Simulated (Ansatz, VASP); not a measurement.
**Two plane-wave programs on GaSb**

Contents of POSCAR:

```
GaSb
1.0
    0.0000000000      3.0686043200      3.0686043200
    3.0686043200      0.0000000000      3.0686043200
    3.0686043200      3.0686043200      0.0000000000
Ga Sb
1 1
Direct
    0.0000000000      0.0000000000      0.0000000000
    0.2500000000      0.2500000000      0.2500000000
```

The input INCAR.step1:

```
  ALGO = Normal
  EDIFF = 1E-4
  ENCUT = 520
  GGA = PE
  ISMEAR = 0
  LASPH = True
  LCHARG = False
  LREAL = False
  LWAVE = True
  NBANDS = 16
  NELM = 100
  PREC = Accurate
  SIGMA = 0.1
```

INCAR.step2

```
  ALGO = Normal
  EDIFF = 1E-6
  ENCUT = 520
  ISIF = 2
  ISMEAR = 0
  ISTART = 1
  LASPH = True
  LCHARG = True
  LELF = True
  LMIXTAU = True
  LREAL = False
  LVHAR = True
  LWAVE = False
  METAGGA = R2SCAN
  NBANDS = 16
  NELM = 100
  PREC = Accurate
  SIGMA = 0.1
```

The input KPOINTS:

```
k-points
0
Gamma
  6 6 6
```

Input for Ansatz:

```yaml
crystal:
  lattice:
    - [0.0, 3.06860432, 3.06860432]
    - [3.06860432, 0.0, 3.06860432]
    - [3.06860432, 3.06860432, 0.0]
  atoms:
    - { symbol: Ga, position: [0.0, 0.0, 0.0] }
    - { symbol: Sb, position: [0.25, 0.25, 0.25] }
basis:
  ecutwfc: 500
kpoints:
  mp_grid: { grid: [6, 6, 6] }
hamiltonian:
  xc: r2scan
  pseudopotentials: { kind: paw, azcp: { folder: soft_1 } }
scf:
  occupations: { method: gaussian, width: 0.1 }
output:
  forces: true
  stress: true
  eigenvalues: true
```

The cell is a database's computed one.

Alike in both runs: task single point; functional r2SCAN; k mesh 6 × 6 × 6; occupations gaussian, width 0.1 eV; no spin polarisation.

|  | VASP | Ansatz |
| --- | --- | --- |
| version | VASP 6.6.1 | Ansatz 0.2.0 |
| potentials or method | VASP PAW PBE potentials, release 64 (Ga_d, Sb) | scalar-relativistic, plane waves, PAW |
| plane-wave cutoff (eV) | 520 | 500 |
| valence electrons in the cell | 18 | 28 |

VASP gave:

* gap on the k mesh at the Fermi level (eV): 0.38
* least direct gap on the mesh (eV): 0.38
* pressure (GPa): -0.1

Problem. What did Ansatz give for the same quantities?

Solution. gap on the k mesh at the Fermi level (eV): 0.40; least direct gap on the mesh (eV): 0.40; pressure (GPa): -0.1.

The two sets of potentials don't hold the same shells in valence.

Caveats: the PAW data sets were made with another functional, which shifts forces and pressure a little (VASP); spin-orbit coupling is left out, which moves the levels of the heavy elements.
